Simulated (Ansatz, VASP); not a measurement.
One calculation of Hg, two programs

```
Hg
1.0
     0.00000    2.26933    2.26933
     2.26933    0.00000    2.26933
     2.26933    2.26933    0.00000
Hg
1
Direct
  0.00000 0.00000 0.00000
```

Alike in both runs: functional PBEsol; k mesh 12 × 12 × 12; occupations fermi-dirac, width 0.1 eV; no spin polarisation.

Ansatz relaxed the structure, and its values are those at the end. VASP's run is a single point on that final structure, the one shown.

```csv
,VASP,Ansatz
version,VASP 6.6.1,Ansatz 0.2.0
potentials or method,"VASP PAW PBE potentials, release 64 (Hg)","plane waves (420 eV) with PAW, scalar-relativistic"
plane-wave cutoff (eV),520,420
valence electrons in the cell,12,20
```

```csv
,VASP,Ansatz,Ansatz less VASP
pressure (GPa),0.4,0.0,-0.35
```

The functional is the same, so the differences come from potentials, cutoffs and numerics. The two sets of potentials don't hold the same shells in valence. Ansatz warned: «pseudo_functional_mismatch».

Caveats: the PAW data sets were made with another functional, which shifts forces and pressure a little (VASP). Spin-orbit coupling is left out, which matters for the levels of Hg.
